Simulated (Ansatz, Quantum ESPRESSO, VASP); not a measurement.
**MgO: highest zone-centre phonon by level of theory**

It takes space group Fm-3m (No. 225, cubic). The conventional cell has a = 4.194 Å, b = 4.194 Å, c = 4.194 Å, α = 90.00°, β = 90.00°, γ = 90.00°. Mg (site symmetry m-3m) has 6 O at 2.10 Å as nearest neighbours. O (site symmetry m-3m) has 6 Mg at 2.10 Å as nearest neighbours.

The cell is a database's computed one, not the measured one.

| rung | level | program and potentials | cutoff (eV) | k mesh | smearing | task | highest zone-centre phonon (cm⁻¹) | notes |
| --- | --- | --- | --- | --- | --- | --- | --- | --- |
| LDA | LDA | Ansatz, all-electron LAPW, scalar-relativistic | - | 8 × 8 × 8 | fermi-dirac 0.05 | phonons | 386 | - |
| LDA | LDA | Quantum ESPRESSO, GBRV 1.5 LDA | 612 | 6 × 6 × 6, shifted | fermi-dirac 0.05 | phonons and Raman activities | 409 | 8 valence electrons an atom on average; cell relaxed first (9.01 Å³/atom) |
| LDA + dispersion | LDA+D3(BJ) | Ansatz, JTH PAW | 1380 | 10 × 10 × 10 | fixed | phonons | 388 | potentials made for PBE; 8 valence electrons an atom on average |
| GGA | PBE | Ansatz, all-electron LAPW, scalar-relativistic | - | 8 × 8 × 8 | fermi-dirac 0.05 | phonons | 405 | - |
| GGA | PBE | Quantum ESPRESSO, GBRV 1.5 PBE | 612 | 6 × 6 × 6, shifted | fermi-dirac 0.05 | phonons and Raman activities | 366 | 8 valence electrons an atom on average; cell relaxed first (9.63 Å³/atom) |
| GGA | PBEsol | Ansatz, all-electron LAPW, scalar-relativistic | - | 8 × 8 × 8 | fermi-dirac 0.05 | phonons | 400 | - |
| GGA | PBEsol | Quantum ESPRESSO, GBRV 1.5 PBEsol | 612 | 6 × 6 × 6, shifted | fermi-dirac 0.05 | phonons and Raman activities | 386 | 8 valence electrons an atom on average; cell relaxed first (9.36 Å³/atom) |
| GGA | WC | Quantum ESPRESSO, GBRV 1.5 PBE | 612 | 6 × 6 × 6, shifted | fermi-dirac 0.05 | phonons | 383 | potentials made for PBE; 8 valence electrons an atom on average; cell relaxed first (9.40 Å³/atom) |
| GGA | revPBE | Quantum ESPRESSO, GBRV 1.5 PBE | 612 | 6 × 6 × 6, shifted | fermi-dirac 0.05 | phonons | 351 | potentials made for PBE; 8 valence electrons an atom on average; cell relaxed first (9.85 Å³/atom) |
| meta-GGA + dispersion | r2SCAN+D3(BJ) | VASP, PBE PAW files Mg, O, 600 eV | 600 | 8 × 8 × 8 | gaussian 0.05 | elastic constants | 423 | potentials made for PBE; 4 valence electrons an atom on average; cell relaxed first (9.08 Å³/atom) |

All rows: no spin polarisation. Smearing widths are in eV. Meshes differ between rows, which moves values too. All levels ran on this one cell, unrelaxed unless noted. Frequencies are at q = 0 without the long-range field, so in polar crystals they are those of transverse modes; the cell's volume weighs on them. Meshes are those of the run's cell of 2 atoms unless a note names another. Runs on faulty files, with rough fits or with known faults for this quantity aren't shown. No row holds spin-orbit coupling.

By rung: LDA 386; LDA in relaxed cells 409; LDA + dispersion 388; GGA 400 to 405; GGA in relaxed cells 351 to 386; meta-GGA + dispersion in relaxed cells 423 (cm⁻¹).
